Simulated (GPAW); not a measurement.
# Dielectric function and optical constants of BP

Aim: the dielectric function of BP, and the optical constants that follow from it.

Program: GPAW 26.7.0. Level of theory: DFT, PBE, plane-wave PAW (GPAW data sets), scalar-relativistic, RPA, optical limit. Results are calculated unless marked as measured.

### Step 1. The structure

Symmetry: F-43m, No. 216, cubic system. Conventional cell: a = 4.538 Å, b = 4.538 Å, c = 4.538 Å, α = 90.00°, β = 90.00°, γ = 90.00°. P has 4 B at 1.97 Å nearest. Nearest to B lie 4 P at 1.97 Å. Farther neighbours are not listed.

### Step 2. Ground state

The self-consistent density comes first; it also tells whether there is a gap, which decides the occupations and the need for a Drude term.

This step: DFT, PBE, plane-wave PAW (GPAW data sets), scalar-relativistic, ground state (GPAW 26.7.0).

File gs.py:

```python
from ase import Atoms
from ase.dft.bandgap import bandgap
from gpaw import GPAW, PW, FermiDirac

atoms = Atoms(['P', 'B'],
              cell=[[0.000000000000, 2.269000000000, 2.269000000000],
                    [2.269000000000, 0.000000000000, 2.269000000000],
                    [2.269000000000, 2.269000000000, 0.000000000000]],
              scaled_positions=[[0.750000000000, 0.750000000000, 0.750000000000],
                                [0.000000000000, 0.000000000000, 0.000000000000]],
              pbc=[True, True, True])
atoms.calc = GPAW(mode=PW(550), xc='PBE', kpts={'size': (9, 9, 9), 'gamma': True},
                  occupations=FermiDirac(0.05), maxiter=150, txt='gs.txt')
print('energy (eV)', atoms.get_potential_energy())
print('Fermi level (eV)', atoms.calc.get_fermi_level())
print('valence electrons', atoms.calc.get_number_of_electrons())
print('gap (eV)', bandgap(atoms.calc, output=None)[0])
print('direct gap (eV)', bandgap(atoms.calc, direct=True, output=None)[0])
atoms.calc.write('gs.gpw')
```

Launch:

```bash
> OMP_NUM_THREADS=1 python gs.py
```

Numbers of over 12 decimals in the logs are rounded to 6 here.

The program printed:

```text
__  _  _
 | _ |_)|_||  |
 |__||  | ||/\| - 26.7.0

Versions:
  Python: 3.12.14
  ASE:    3.29.0
  Numpy:  2.5.5
  Scipy:  1.18.1
  Libxc:  7.0.0

Input parameters:
  mode=PW(ecut=550.0),
  kpts=MonkhorstPack(size=(9, 9, 9), gamma=True),
  maxiter=150,
  occupations=Occupations(name='fermi-dirac', width=0.05, fixmagmom=False),
  xc=XC(name='PBE')

Diagonalizing LCAO Hamiltonian
Converting LCAO to pw mode

                  P

       B

Atoms  # Å, Bohr magnetons
|   | symbol |        x |        y |        z |    initial magnetic moments |
| 0 |      P | 3.403500 | 3.403500 | 3.403500 | ( 0.0000,  0.0000,  0.0000) |
| 1 |      B | 0.000000 | 0.000000 | 0.000000 | ( 0.0000,  0.0000,  0.0000) |

Unit cell  # Å
| periodic |        x |        y |        z |  lengths |    angles |
|      yes | 0.000000 | 2.269000 | 2.269000 | 3.208851 | 60.000000 |
|      yes | 2.269000 | 0.000000 | 2.269000 | 3.208851 | 60.000000 |
|      yes | 2.269000 | 2.269000 | 0.000000 | 3.208851 | 60.000000 |

Number of symmetries: 24
Symmetry operations  # r_c * U_cc + t_c -> r_c
|    | kind |            matrix            |
|  0 |  E   |  1, 0, 0,  0, 1, 0,  0, 0, 1 |
|  1 |  σ   |  1, 0, 0,  0, 0, 1,  0, 1, 0 |
|  2 |  σ   |  1, 0,-1,  0, 1,-1,  0, 0,-1 |
|  3 |  C3  |  1, 0,-1,  0, 0,-1,  0, 1,-1 |
|  4 |  C3  |  1,-1, 0,  0,-1, 1,  0,-1, 0 |
|  5 |  σ   |  1,-1, 0,  0,-1, 0,  0,-1, 1 |
|  6 |  σ   |  0, 1, 0,  1, 0, 0,  0, 0, 1 |
|  7 |  C3  |  0, 1, 0,  0, 0, 1,  1, 0, 0 |
|  8 |  C2  |  0, 1,-1,  1, 0,-1,  0, 0,-1 |
|  9 |  S4  |  0, 1,-1,  0, 0,-1,  1, 0,-1 |
| 10 |  C3  |  0, 0, 1,  1, 0, 0,  0, 1, 0 |
| 11 |  σ   |  0, 0, 1,  0, 1, 0,  1, 0, 0 |
| 12 |  S4  |  0, 0,-1,  1, 0,-1,  0, 1,-1 |
| 13 |  C3  |  0, 0,-1,  0, 1,-1,  1, 0,-1 |
| 14 |  S4  |  0,-1, 1,  1,-1, 0,  0,-1, 0 |
| 15 |  C2  |  0,-1, 1,  0,-1, 0,  1,-1, 0 |
| 16 |  C3  |  0,-1, 0,  1,-1, 0,  0,-1, 1 |
| 17 |  S4  |  0,-1, 0,  0,-1, 1,  1,-1, 0 |
| 18 |  S4  | -1, 1, 0, -1, 0, 1, -1, 0, 0 |
| 19 |  C3  | -1, 1, 0, -1, 0, 0, -1, 0, 1 |
| 20 |  C3  | -1, 0, 1, -1, 1, 0, -1, 0, 0 |
| 21 |  S4  | -1, 0, 1, -1, 0, 0, -1, 1, 0 |
| 22 |  σ   | -1, 0, 0, -1, 1, 0, -1, 0, 1 |
| 23 |  C2  | -1, 0, 0, -1, 0, 1, -1, 1, 0 |

BZ-sampling:
  Number of BZ points: 729
  Number of IBZ points: 35

  Monkhorst-Pack size: [9, 9, 9]
  Monkhorst-Pack shift: [0, 0, 0]

K-points  # in reciprocal-cell coordinates
|     |                                coordinates |     weight |
|   0 | (  0.00000000,   0.00000000,   0.00000000) | 0.00137174 |
|   1 | (  0.11111111,   0.11111111,   0.00000000) | 0.00823045 |
|   2 | (  0.11111111,   0.11111111,   0.11111111) | 0.01097394 |
|   3 | (  0.22222222,   0.11111111,   0.11111111) | 0.01646091 |
|   4 | (  0.22222222,   0.22222222,   0.00000000) | 0.00823045 |
|   5 | (  0.22222222,   0.22222222,   0.11111111) | 0.03292181 |
|   6 | (  0.22222222,   0.22222222,   0.22222222) | 0.01097394 |
|   7 | (  0.33333333,   0.22222222,   0.11111111) | 0.03292181 |
|   8 | (  0.33333333,   0.22222222,   0.22222222) | 0.03292181 |
|   9 | (  0.33333333,   0.33333333,  -0.33333333) | 0.01646091 |
| ... |                                            |            |
|  34 | (  0.44444444,   0.44444444,   0.44444444) | 0.01097394 |

Plane wave coefficients: 701
Cutoff: 550.0 eV

Spin-components: 1 (collinear spins)
Bands:           8
Projectors:      10
Spin-degeneracy: 2
Datatype:        complex128

Parallelization:
  kpt:    1
  domain: 1
  band:   1

Density:
  Valence electrons: 8.0
  Components: 1
  Grid points: [18 18 18]
  Charge: 0.0  # |e|

Potential:
  Grid points: [18 18 18]

species:
  P:
    name:    Phosphorus
    id:
    Z:       15.0
    valence: 5
    core:    10
    charge:  0.0  # [|e|]
    compensation charges:
      type: gauss
      rc: 0.30  # [Å]
      lmax: 2
    cutoffs:
      filter: 1.69  # [Å]
      core: 1.81  # [Å]
    projectors
    | kind |    occ | energy [eV] | rcut [Å] |
    |   3s |  2.000 |     -13.968 |    0.953 |
    |   3p |  3.000 |      -5.506 |    0.953 |
    |    s |        |      13.244 |    0.953 |
    |    p |        |      21.705 |    0.953 |
    |    d |        |       0.000 |    0.953 |

    Using partial waves for P as LCAO basis

  B:
    name:    Boron
    id:
    Z:       5.0
    valence: 3
    core:    2
    charge:  0.0  # [|e|]
    compensation charges:
      type: gauss
      rc: 0.20  # [Å]
      lmax: 2
    cutoffs:
      filter: 1.14  # [Å]
      core: 1.38  # [Å]
    projectors
    | kind |    occ | energy [eV] | rcut [Å] |
    |   2s |  2.000 |      -9.443 |    0.635 |
    |   2p |  1.000 |      -3.606 |    0.635 |
    |    s |        |      17.768 |    0.635 |
    |    p |        |      23.605 |    0.635 |
    |    d |        |       0.000 |    0.635 |

    Using partial waves for B as LCAO basis

Reference energy: -9972.403226  # eV

eigensolver:
  PPCG
  Converge bands: occupied
  niter=2

density mixing:
  MSR1-Mixer
  Pratt-step length: 0.05
  Maximum mixing coefficient: 0.75
  Old densities: 10
  SVD Regularization: 0.005
  Good broyden scale: 1.0
  Trust region scale: 1.0
  Backstep threshold: 4.0
  History deletion threshold: 6.0
  Fourier metric: weight=20.0, sigma=0.015

occupation numbers:
  Fermi-Dirac:
    width: 0.0500  # eV

poisson solver:
  ecut: 4400.0  # eV

xc functional:
  name: PBE with 2 nearest neighbor stencil

convergence criteria:
- Maximum [total energy] change in last 3 cyles: 0.0005 eV / valence electron
- Maximum integral of absolute [dens]ity change: 0.0001 electrons / valence electron
- Maximum integral of absolute [eigenst]ate change: 4e-08 eV^2 / valence electron
maximum number of iterations: 150

SCF iterations
|iter     |      energy | eigst |  dens |
|iter:   1||  -13.494805 | +0.12 |       |
|iter:   2||  -13.384295 | -1.95 | -0.71 |
|iter:   3||  -12.888435 | -1.27 | -0.75 |
|iter:   4||  -12.883112 | -2.86 | -1.43 |
|iter:   5||  -12.883241 | -3.85 | -1.93 |
|iter:   6||  -12.883271c| -5.31 | -2.61 |
|iter:   7||  -12.883271c| -6.93 | -3.73 |
|iter:   8||  -12.883271c| -8.29c| -4.29c|

Converged in 8 steps
SCF loop duration: 3.426 s (0.428 s/step)
Energy contributions relative to reference atoms: (reference = -9972.403226)

Energy contributions:
  Kinetic:          13.598213
  Coulomb:         -11.846384
  Zero:             -0.027860
  External:          0.000000
  Xc:              -14.607240
  Entropy:          -0.000000
  Spinorbit:         0.000000
  ----------------------------
  Free energy:     -12.883271
  Extrapolated:    -12.883271

dipole moment: (-3.344511, -3.344511, -3.344511)  # |e|*Ang

Fermi level: 8.822
Eigenvalues  # (at kpt = [0.000, 0.000, 0.000])
| band index |      eig [eV] | occ [0-2] |
|          0 |        -7.249 |     2.000 |
|          1 |         8.211 |     2.000 |
|          2 |         8.211 |     2.000 |
|          3 |         8.211 |     2.000 |
|          4 |        11.616 |     0.000 |
|          5 |        11.616 |     0.000 |
|          6 |        11.616 |     0.000 |
|          7 |        15.607 |     0.000 |

Gap: 1.261 eV
Transition (v -> c):
  (s=0, k=0, n=3, [0.00, 0.00, 0.00]) -> (s=0, k=30, n=4, [0.44, 0.44, 0.00])
Direct/indirect transitions are different
Direct gap: 3.406 eV
Transition at: (s=0, k=0, n=3, [0.00, 0.00, 0.00])

--- standard output ---
energy (eV) -12.883271
Fermi level (eV) 8.822167
valence electrons 8.0
gap (eV) 1.261444
direct gap (eV) 3.405526
```

It took 4.7 s on 1 thread of Arm Neoverse V2, shared host; peak memory 0.13 GiB.

This step gave:

| Property | Result |
| --- | --- |
| energy | -12.88 eV |
| Fermi energy | 8.822 eV |
| gap on the k-mesh | 1.261 eV |
| direct gap on the mesh | 3.406 eV |
| electrons | 8 |

There is a gap, 1.26 eV on this mesh (points off the mesh can give less), so no carriers' term is needed.

### Step 3. Bands for the response

At the fixed density, many empty bands are solved on the mesh of the response, since the spectrum sums over them.

This step: DFT, PBE, plane-wave PAW (GPAW data sets), scalar-relativistic, bands at fixed density (GPAW 26.7.0).

File nscf.py:

```python
from ase.dft.bandgap import bandgap
from gpaw import GPAW, FermiDirac

calc = GPAW('gs.gpw').fixed_density(kpts={'size': (14, 14, 14), 'gamma': True}, nbands=26, convergence={'bands': 20},
                                    occupations=FermiDirac(0.001), txt='nscf.txt')
print('gap (eV)', bandgap(calc, output=None)[0])
print('direct gap (eV)', bandgap(calc, direct=True, output=None)[0])
print('top band over the Fermi level (eV)', min(calc.get_eigenvalues(kpt=k)[19] for k in range(len(calc.get_ibz_k_points()))) - calc.get_fermi_level())
calc.write('full.gpw', mode='all')
```

Launch:

```bash
> OMP_NUM_THREADS=1 python nscf.py
```

The program printed:

```text
Diagonalizing LCAO Hamiltonian
Converting LCAO to pw mode
convergence criteria:
- Maximum integral of absolute [eigenst]ate change: 4e-08 eV^2 / valence electron
maximum number of iterations: 150

SCF iterations
|iter     |      energy | eigst |  dens |
|iter:   1||             | +3.27 |       |
|iter:   2||             | +1.53 |       |
|iter:   3||             | -0.80 |       |
|iter:   4||             | -2.53 |       |
|iter:   5||             | -4.45 |       |
|iter:   6||             | -6.05 |       |
|iter:   7||             | -7.22 |       |
|iter:   8||             | -8.20c|       |
SCF steps: 8
  __  _  _
 | _ |_)|_||  |
 |__||  | ||/\| - 26.7.0

Versions:
  Python: 3.12.14
  ASE:    3.29.0
  Numpy:  2.5.5
  Scipy:  1.18.1
  Libxc:  7.0.0

Input parameters:
  mode=PW(ecut=550.0),
  convergence={'bands': 20},
  gpts=array([18, 18, 18]),
  kpts=MonkhorstPack(size=(14, 14, 14), gamma=True),
  maxiter=150,
  nbands=26,
  occupations=Occupations(name='fermi-dirac', width=0.001, fixmagmom=False),
  parallel={},
  xc=XC(name='PBE')

--- standard output ---
gap (eV) 1.245835
direct gap (eV) 3.405526
top band over the Fermi level (eV) 30.022099
```

Wall time 28 s (1 thread); peak memory 0.17 GiB.

This step gave:

* gap on the k-mesh: 1.246 eV

(Continued in part 2 of 2.)

[Machine, clock and banner lines and Python warnings are left out of the logs.]

[Logs are printed without paths, hosts, clocks, repeated set-up lines and the standing remarks that a program may print on its own settings, such as how far it seeks lower states.]

[Hosts, paths, dates, database ids (printed as entryN), source tags and the programs' standing remarks are cut or masked in the printed files.]
